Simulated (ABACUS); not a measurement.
The system is Pb.

```
Pb
1.0
    -2.47502    0.00000    2.47502
     0.00000    2.47502    2.47502
    -2.47502    2.47502    0.00000
Pb
1
Direct
  0.00000 0.00000 0.00000
```

* Program: ABACUS 3.10.1
* Task: relaxation of cell and atoms
* Functional: PBE
* Potentials or basis: Ansatz NC PBE
* Cutoff: 857 eV
* Density cutoff: 3429 eV
* Basis: plane waves
* k mesh: 7 × 7 × 7
* Occupations: fermi-dirac, width 0.05 eV
* Spin: no spin polarisation

At the start: pressure 2.9 GPa; volume 30.32 Å³/atom.

Problem. How do energy, volume and symmetry change on relaxing?

Solution. Over 3 steps the energy falls by 17.2 meV/atom and the volume is 32.30 Å³/atom (+6.5 %); space group Fm-3m (No. 225, to 0.05 Å).

The path:
```tsv
step	energy change (eV)	largest force (eV/Å)	pressure (GPa)	volume (Å³)
1	0.0000	0.0000	2.94	30.32
2	-0.0158	0.0000	-0.75	32.93
3	-0.0172	0.0000	0.00	32.30
```

Final structure:
```yaml
crystal:
  lattice:
    - [-2.52770, 0.00000, 2.52770]
    - [0.00000, 2.52770, 2.52770]
    - [-2.52770, 2.52770, 0.00000]
  atoms:
    - { symbol: Pb, position: [0.00000, 0.00000, 0.00000] }
```

The cell as given is a measured one (30.32 Å³/atom); PBE puts the equilibrium volume +6.5 % from it, thermal expansion not counted.
